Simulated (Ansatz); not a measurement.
## A computed series for NaF: pressure series

Take NaF in the rock salt structure (space group Fm-3m, No. 225; a = 4.7012 Å) as the base.

Cell and atoms are relaxed at each pressure.

Calculations: DFT with PBE, PAW potentials and a 420 eV plane-wave cutoff in Ansatz (an electronic-structure program), no SOC.

```csv
P (GPa),V (Å³/atom)
-2.00,13.653
-1.00,13.297
0.30,12.904
0.70,12.794
1.49,12.590
2.99,12.250
4.99,11.862
7.49,11.454
9.99,11.108
```

Task: Fit a third-order Birch–Murnaghan equation of state.

Result: Least squares on P(V) = (3B₀/2)[(V₀/V)^(7/3) − (V₀/V)^(5/3)]·[1 + (3/4)(B₀′ − 4)((V₀/V)^(2/3) − 1)] gives V₀ = 12.99 Å³/atom, B₀ = 45 GPa and B₀′ = 4.5.

Measured bulk modulus of NaF: 53.1 GPa (static lattice; corrected from measurement; as listed in Daniel Mejia-Rodriguez, S. B. Trickey, Phys. Rev. B (2018)); the computed value is 16 % below it.

Between the base and pressure 5 GPa the gap moves from 6.09 eV to 6.58 eV, a mean slope of 99 meV/GPa.

Load acts through the strain it causes; cell and atoms are relaxed under it. Whether these cells are dynamically stable was not tested. Competing high-pressure phases were not computed.
